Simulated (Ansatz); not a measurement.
Write the native input for Ansatz 0.2.0 that does the following.

- Task: band structure
- Functional: HSE06
- Dispersion: D3(BJ)
- Potentials or basis: Ansatz PAW
- Cutoff: 420 eV (not typed: the program's choice for these potentials)
- k mesh: 5 × 5 × 5
- Occupations: fermi-dirac, width 0.1 eV
- Spin: no spin polarisation
- Path: [["G", "X", "W", "K", "G", "L", "U", "W", "L", "K"], ["U", "X"]]
- Points for each segment of the path: 4

Li2O:

```xyz
3
Lattice="0.0000 2.5065 2.5065 2.5065 0.0000 2.5065 2.5065 2.5065 0.0000" Properties=species:S:1:pos:R:3 pbc="T T T"
O     0.0000    0.0000    0.0000
Li    1.2533    1.2533    1.2533
Li    3.7598    3.7598    3.7598
```

The cell comes from a database or a generator and needn't be the stable form of this composition.

The cell isn't the ideal one: volume scaled by 1.25.

The input as run:

input.yaml

```yaml
crystal:
  lattice:
    - [0.0, 2.5065278995, 2.5065278995]
    - [2.5065278995, 0.0, 2.5065278995]
    - [2.5065278995, 2.5065278995, 0.0]
  atoms:
    - { symbol: O, position: [0.0, 0.0, 0.0] }
    - { symbol: Li, position: [0.25, 0.25, 0.25] }
    - { symbol: Li, position: [0.75, 0.75, 0.75] }
hamiltonian:
  xc: hse06
  pseudopotentials: { kind: paw }
  dispersion: d3bj
kpoints:
  mp_grid: { grid: [5, 5, 5] }
  band_path:
    path:
      - [[0.0, 0.0, 0.0], [0.5, 0.0, 0.5], [0.5, 0.25, 0.75], [0.375, 0.375, 0.75], [0.0, 0.0, 0.0], [0.5, 0.5, 0.5], [0.625, 0.25, 0.625], [0.5, 0.25, 0.75], [0.5, 0.5, 0.5], [0.375, 0.375, 0.75]]
      - [[0.625, 0.25, 0.625], [0.5, 0.0, 0.5]]
    npoints: 4
scf:
  occupations: { method: fermi_dirac, width: 0.1 }
  n_extra_bands: 7
output:
  forces: true
  stress: true
  eigenvalues: true
  fatbands: false
  write_density: true
  write_potential: true
  elf: true
  volumetric_format: npy
```

Potentials or basis: Ansatz PAW.

Launch:

```bash
$ ansatz run input.yaml --threads 2 --pin off --max-ram 5632MiB --backend cpu --events-out ev --progress --plain --runs-dir out
```

Results of the run:

- Pressure: -18.0 GPa
- Band gap on the k mesh: 5.15 eV, direct
- Band gap along the path: 5.15 eV, direct

Caveat: the k mesh is coarse (spacing up to 0.43 Å⁻¹), so the values aren't converged, least of all with exact exchange; so large a pressure means that the cell lies far from this level's equilibrium, or that cutoff or potentials fall short; the PAW data sets come from PBE, with cores solved anew for the run's functional, which leaves a small shift of forces and pressure; the thresholds are loose for stress.

Wall time 46 s on 2 threads of Arm Neoverse V2, on a shared host, peak memory 0.54 GiB.
